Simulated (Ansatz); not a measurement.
A plane-wave DFT run in Ansatz 0.2.0 (scalar-relativistic PAW potentials unless the input names others): input and command.

```yaml
crystal:
  lattice:
    - [5.1892197427, 0.0, 0.0]
    - [0.0, 3.3742277377, 0.0]
    - [0.0, 0.0, 5.5193133891]
  atoms:
    - { symbol: Ni, position: [0.9884297197, 0.75, 0.1831816168] }
    - { symbol: Ni, position: [0.0115702803, 0.25, 0.8168183832] }
    - { symbol: Ni, position: [0.5115702803, 0.25, 0.6831816168] }
    - { symbol: Ni, position: [0.4884297197, 0.75, 0.3168183832] }
    - { symbol: Ge, position: [0.8183070966, 0.75, 0.5912416488] }
    - { symbol: Ge, position: [0.1816929034, 0.25, 0.4087583512] }
    - { symbol: Ge, position: [0.6816929034, 0.25, 0.0912416488] }
    - { symbol: Ge, position: [0.3183070966, 0.75, 0.9087583512] }
basis:
  ecutwfc: 420
kpoints:
  mp_grid: { grid: [8, 10, 6] }
hamiltonian:
  xc: pbe
scf:
  max_iter: 100
output:
  forces: true
  eigenvalues: true
  stress: true
```

```bash
ansatz run input.yaml --threads 2 --pin off --max-ram 5120MiB --backend cpu --events-out ev --progress --plain --runs-dir out
```

Q: What will the program do with this input?

A: The program refuses it, because of no occupation method (scf.occupations: {"method": "gaussian", "width": 0.1} → not typed). With the sound run's settings it is accepted.

Abridged log:
```
Error: YAML parse error: `scf.occupations.method` is required: fixed only where the cell keeps a band gap throughout the run, explicit beside scf.occupations.values (under evaluate: without them), else a smearing such as fermi_dirac (scf.occupations.width is optional; its entry in the input reference gives the default)
```